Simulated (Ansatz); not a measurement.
Crystal: Ge.

```
CELL_PARAMETERS angstrom
0.00000 2.88574 5.11566
2.63050 0.00000 5.11566
2.63050 2.88574 0.00000
ATOMIC_POSITIONS crystal
Ge 0.72649 0.27351 0.72649
Ge 0.27351 0.72649 0.27351
Ge 0.21813 0.21813 0.78187
Ge 0.78187 0.78187 0.21813
```

This isn't the form of Ge at room conditions, which is diamond.

Base run:

- Program: Ansatz 0.2.0
- Functional: revPBE
- Potentials or basis: Ansatz PAW
- Cutoff: 420 eV (not typed: the program's choice for these potentials)
- k mesh: 5 × 5 × 5
- Occupations: fermi-dirac, width 0.05 eV
- Spin: no spin polarisation

Its results: band gap on the k mesh none (metal or under the smearing width); pressure 1.0 GPa; largest force 0.073 eV/Å.

Q: After a change of settings the same cell gave: band gap on the k mesh none (metal or under the smearing width); pressure -5.3 GPa; largest force 0.117 eV/Å. Which change was it?
A. functional from revPBE to r2SCAN; cutoff from 420 eV (not typed: the program's choice for these potentials) to 500 eV (not typed: the program's choice for these potentials)
B. functional from revPBE to PBEsol
C. functional from revPBE to LDA
D. functional from revPBE to BLYP

A: C.

LDA binds more tightly than revPBE, so the same cell stands under less pressure.

Caveats: the PAW data sets come from PBE, with cores solved anew for the run's functional, which leaves a small shift of forces and pressure.
